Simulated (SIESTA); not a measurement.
Runs of SIESTA 5.4.2 on Al. It takes space group Im-3m (No. 229, cubic). The conventional cell has a = 3.182 Å, b = 3.182 Å, c = 3.182 Å, α = 90.00°, β = 90.00°, γ = 90.00°. Around Al (site symmetry m-3m) lie 8 Al at 2.76 Å. This isn't the form of Al at room conditions, which is fcc.

```csv
task,level,potentials or basis,cell,optimiser,force tolerance,gap on the mesh (eV),pressure (GPa),relaxed volume (Å³/atom)
relaxation of cell and atoms,PW91,"PseudoDojo 0.4 standard (PBE files), DZP (energy shift 0.003 Ry)",relaxed,Broyden,0.02 eV/Å,none,0.0,(a)
relaxation of cell and atoms,BLYP,"PseudoDojo 0.4 standard (PBE files), DZP (energy shift 0.003 Ry)",relaxed,Broyden,0.02 eV/Å,none,0.0,18.47
relaxation of cell and atoms,PBEsol,"PseudoDojo 0.4 standard (PBEsol files), DZP (energy shift 0.003 Ry)",relaxed,Broyden,0.02 eV/Å,none,0.0,16.63
relaxation of cell and atoms,RPBE,"PseudoDojo 0.4 standard (PBE files), DZP (energy shift 0.003 Ry)",relaxed,Broyden,0.02 eV/Å,none,0.0,(b)
relaxation of cell and atoms,AM05,"PseudoDojo 0.4 standard (PBEsol files), DZP (energy shift 0.003 Ry)",relaxed,Broyden,0.02 eV/Å,none,0.0,16.40
relaxation of cell and atoms,PBE,"PseudoDojo 0.4 standard (PBE files), DZP (energy shift 0.003 Ry)",relaxed,Broyden,0.02 eV/Å,none,0.0,(c)
relaxation of cell and atoms,LDA,"PseudoDojo 0.4 standard (LDA files), DZP (energy shift 0.003 Ry)",relaxed,Broyden,0.02 eV/Å,none,0.1,16.25
relaxation of cell and atoms,revPBE,"PseudoDojo 0.4 standard (PBE files), DZP (energy shift 0.003 Ry)",relaxed,Broyden,0.02 eV/Å,none,0.0,16.98
relaxation of cell and atoms,WC,"PseudoDojo 0.4 standard (PBEsol files), DZP (energy shift 0.003 Ry)",relaxed,Broyden,0.02 eV/Å,none,0.0,16.75
```

Alike in all rows: no spin polarisation; k mesh 12 × 12 × 12; smearing fermi-dirac 0.05 eV; grid cutoff 500 Ry; energy shift 0.003 Ry.

Task: Estimate the missing entries.

Result: (a) 17.20; (b) 17.01; (c) 16.97.

Caveats: the basis of atomic orbitals isn't converged, which shifts pressures, moduli and gaps; the potentials were made for another functional, which shifts forces and pressure (some runs).

A gap of «none» marks a metal or a gap under the smearing width.
